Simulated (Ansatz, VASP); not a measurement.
# CdS (Hawleyite) in VASP and in Ansatz

```
Cd S
1.0
     0.00000    2.91650    2.91650
     2.91650    0.00000    2.91650
     2.91650    2.91650    0.00000
Cd S
1 1
Direct
  0.00000 0.00000 0.00000
  0.75000 0.75000 0.75000
```

Alike in both runs: task single point; functional PBE; k mesh 8 × 8 × 8; occupations gaussian, width 0.02 eV; no spin polarisation.

|  | VASP | Ansatz |
| --- | --- | --- |
| version | VASP 6.6.1 | Ansatz 0.2.0 |
| potentials or method | VASP PAW PBE potentials, release 64 (Cd_GW, S_GW) | Ansatz PAW |
| plane-wave cutoff (eV) | 550 | 420 |
| valence electrons in the cell | 18 | 26 |

```csv
,VASP,Ansatz,Ansatz less VASP
gap on the k mesh at the Fermi level (eV),1.14,1.15,+0.002
least direct gap on the mesh (eV),1.14,1.15,+0.002
pressure (GPa),2.8,2.8,+0.03
```

The functional is the same, so the differences come from potentials, cutoffs and numerics. The two sets of potentials don't hold the same shells in valence.

A hybrid or GW would open this gap; PBE tends to underestimate it.
